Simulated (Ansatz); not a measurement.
# Cu2ZnSnSe4: the cell at several levels of theory

An exercise on one series of results from a longer session: the logs are not shown, and one member is left open.

The runs shown are made with Ansatz 0.2.0. PAW datasets, plane waves, zero pressure. The structure was generated, not taken from experiment, and needn't be the ground state; spin polarisation is off.

### The system as given

The symmetry is I-4 (No. 82, tetragonal); a = 5.657 Å, c = 11.315 Å in the conventional setting, 22.63 Å³ an atom. Near Cu stand 4 Se at 2.47 Å; near Cu stand 4 Se at 2.40 Å; near Zn stand 4 Se at 2.46 Å; near Sn stand 4 Se at 2.47 Å; near Se stand 2 Cu at 2.40–2.47 Å and 1 Zn at 2.46 Å and 1 Sn at 2.47 Å.

The structure in full:

```
CELL_PARAMETERS angstrom
-2.82870 2.82870 5.65740
2.82870 -2.82870 5.65740
2.82870 2.82870 -5.65740
ATOMIC_POSITIONS crystal
Cu 0.00000 0.00000 0.00000
Cu 0.75000 0.25000 0.50000
Zn 0.25000 0.75000 0.50000
Sn 0.50000 0.50000 0.00000
Se 0.11700 0.61700 0.99000
Se 0.38300 0.37300 0.50000
Se 0.62700 0.12700 0.01000
Se 0.87300 0.88300 0.50000
```

The first run:

File input.yaml:

```yaml
crystal:
  lattice:
    - [-2.8286987764, 2.8286987764, 5.6573975528]
    - [2.8286987764, -2.8286987764, 5.6573975528]
    - [2.8286987764, 2.8286987764, -5.6573975528]
  atoms:
    - { symbol: Cu, position: [0.0, 0.0, 0.0] }
    - { symbol: Cu, position: [0.75, 0.25, 0.5] }
    - { symbol: Zn, position: [0.25, 0.75, 0.5] }
    - { symbol: Sn, position: [0.5, 0.5, 0.0] }
    - { symbol: Se, position: [0.117, 0.617, 0.99] }
    - { symbol: Se, position: [0.383, 0.373, 0.5] }
    - { symbol: Se, position: [0.627, 0.127, 0.01] }
    - { symbol: Se, position: [0.873, 0.883, 0.5] }
kpoints:
  mp_grid: { grid: [6, 6, 6] }
hamiltonian:
  xc: pbe
scf:
  occupations: { method: fermi_dirac, width: 0.02 }
relax:
  f_tol: 0.005
  cell: {}
```

Run with:

```console
> ansatz run input.yaml --threads 4 --pin off --max-ram 7372MiB --backend cpu --events-out ev --progress --plain --runs-dir out
```

Among the steps run: Relaxation with PBE; r2SCAN: cell and atoms; Relaxation with PBEsol; Relaxing with LDA.

One table of the session follows, with a row left open; its other results are not shown here.

It belongs to the step «The cells side by side». 

```
 level  a (Å)   c (Å)  volume (Å³/atom)
   PBE  5.764  11.522            23.929
r2SCAN      ?       ?                 ?
PBEsol  5.659  11.314            22.646
   LDA  5.598  11.189            21.914
```

**Question.** Estimate the row for r2SCAN.

As computed: a (Å): 5.699; c (Å): 11.384; volume (Å³/atom): 23.111. In the column «a (Å)» it lies between PBEsol (5.659) and PBE (5.764).

The volume runs from LDA (least) to PBE (most), a spread of 9.2 %, or 3.0 % in length if all axes shared it alike.
